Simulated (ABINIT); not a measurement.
The system is SiC.

```xyz
8
Lattice="3.0757 0.0000 0.0000 -1.5378 2.6636 0.0000 0.0000 0.0000 10.0706" Properties=species:S:1:pos:R:3 pbc="T T T"
Si    0.0000    0.0000    1.8922
Si    0.0000    0.0000    6.9275
Si    0.0000    1.7758    4.4094
Si    1.5378    0.8879    9.4447
C     0.0000    0.0000    0.0046
C     0.0000    0.0000    5.0400
C     0.0000    1.7758    2.5157
C     1.5378    0.8879    7.5510
```

The cell is a database's computed one.

Base run:

* Program: ABINIT 10.8.3 (patched build)
* Functional: PBE
* Potentials or basis: JTH PAW PBE v2.0
* Cutoff: 544 eV
* k mesh: 10 × 10 × 3
* Occupations: fermi-dirac, width 0.05 eV
* Spin: no spin polarisation

Its results: band gap on the k mesh 2.23 eV, indirect (least direct gap 3.37 eV); pressure 3.4 GPa.

Problem. After a change of settings the same cell gave: band gap on the k mesh 2.15 eV, indirect (least direct gap 3.29 eV); pressure 0.0 GPa. Which change was it?
A. functional from PBE to HCTH407
B. functional from PBE to WC
C. k mesh from 10 × 10 × 3 to 6 × 6 × 2
D. k mesh from 10 × 10 × 3 to 8 × 8 × 2

Solution. B.

WC binds more tightly than PBE, so the same cell stands under less pressure.

Caveats: the PAW data sets were made with another functional, which shifts forces and pressure a little (some runs).

Not every run made on this cell is shown here.
